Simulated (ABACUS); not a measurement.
Runs of ABACUS 3.10.1 on C. The structure is cubic, space group Fd-3m (No. 227). Conventional cell: a = 3.567 Å, b = 3.567 Å, c = 3.567 Å, α = 90.00°, β = 90.00°, γ = 90.00°. Around C (site symmetry -43m) lie 4 C at 1.54 Å. This isn't the form of C at room conditions, which is graphite.

```csv
task,level,potentials or basis,k mesh,cutoff (eV),SCF threshold on the density,eigensolver,symmetry key,threshold of the eigensolver,path,gap on the mesh (eV),pressure (GPa)
single point,WC,"GBRV ultrasoft 1.5 PBEsol, plane waves",10 × 10 × 10,544,1e-08,dav,1,-,-,4.09,-4.3
single point,rPW86PBE,"SG15 ONCV 1.2 PBE, plane waves",10 × 10 × 10,1116,1e-08,dav,1,-,-,4.46,(b)
single point,TM,"SG15 ONCV 1.2 PBE, plane waves",8 × 8 × 8,1293,1e-08,dav,1,-,-,(a),-4.9
single point,BP86,"PseudoDojo NC SR 0.4.1 PBE standard, plane waves",10 × 10 × 10,1116,1e-08,dav,1,-,-,4.28,(c)
```

Alike in all rows: no spin polarisation; cell as given; smearing fermi-dirac 0.05 eV.

Q: Fill in the values left out.

A: (a) 4.18; (b) 7.4; (c) 5.3.

Caveats: the potentials were made for another functional, which shifts forces and pressure.

A k mesh can miss the band edges.

Not every run made on this cell is shown here.
